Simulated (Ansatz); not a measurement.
A (101) slab of TaN (P-6m2 (No. 187)), 12 planes, outer planes N (top) and Ta (bottom), with 12 atoms (Ta6N6) in a surface cell of A = 11.397 Å², as cut from the bulk:

```
CELL_PARAMETERS angstrom
2.95018 0.00000 0.00000
-1.47509 3.86326 0.00000
0.00000 0.00000 24.90149
ATOMIC_POSITIONS crystal
Ta 0.43224 0.86448 0.30119
N 0.71869 0.43737 0.31401
Ta 0.15093 0.30185 0.37815
N 0.43737 0.87475 0.39097
Ta 0.86961 0.73922 0.45511
N 0.15606 0.31212 0.46793
Ta 0.58830 0.17660 0.53207
N 0.87475 0.74949 0.54489
Ta 0.30698 0.61397 0.60903
N 0.59343 0.18686 0.62185
Ta 0.02567 0.05134 0.68599
N 0.31212 0.62424 0.69881
```

Level of theory: Ansatz, DFT PBE, scalar-relativistic, plane waves, PAW. Cutoff 420 eV; k points 12×9×1 on the computed 12-atom cell (Γ-centred); Gaussian smearing, width 0.10 eV; no spin polarisation. A dipole correction removes the field between periodic images along c.

Against the same 12 atoms in the bulk, the slab as cut lies 4.563 eV higher and the relaxed slab 4.313 eV higher.

Problem. Work out the surface energy before and after relaxation.

Solution. The slab has two faces, so γ = (E_slab − N·E_bulk)/(2A), the mean of both. As cut: 4.563/(2 × 11.397) = 0.2002 eV/Å², and 1 eV/Å² = 16.02 J/m², so γ = 3.21 J/m². Relaxed: 4.313/(2 × 11.397) = 0.1892 eV/Å² = 3.03 J/m². Relaxation recovers 5 % of the cost of cutting.

Problem. What is the ideal work of this cut, per area?

Solution. Griffith's ideal work is 2γ: 6.41 J/m² if the new faces stay rigid, 6.06 J/m² if they relax. Other cuts parallel to this plane can cost less. One thickness was run, 12 planes, so γ can still shift with it.

The reference crystal is a form of TaN, which isn't its usual structure.

Cutting TaN along this plane is expensive, and relaxation lowers the mean surface energy only from 3.21 to 3.03 J/m². The high cost fits the bonding: Ta 5d and N 2p states form strong, partly ionic covalent bonds, and the cut leaves atoms on both faces with fewer such neighbours. Small shifts of the outer planes can strengthen the remaining bonds but can't replace the missing ones, which probably explains why relaxation recovers so little.

The N and Ta faces are chemically different, with unsaturated 2p states on one and exposed 5d states on the other, so they needn't share the cost equally. The work of separation avoids this ambiguity because it belongs to the pair of faces. It measures the resistance to ideal brittle separation along this cut, whereas the toughness of a real crystal also includes plastic dissipation at the crack tip. Reconstructions with a larger surface period, which could lower the energy further, remain untested.
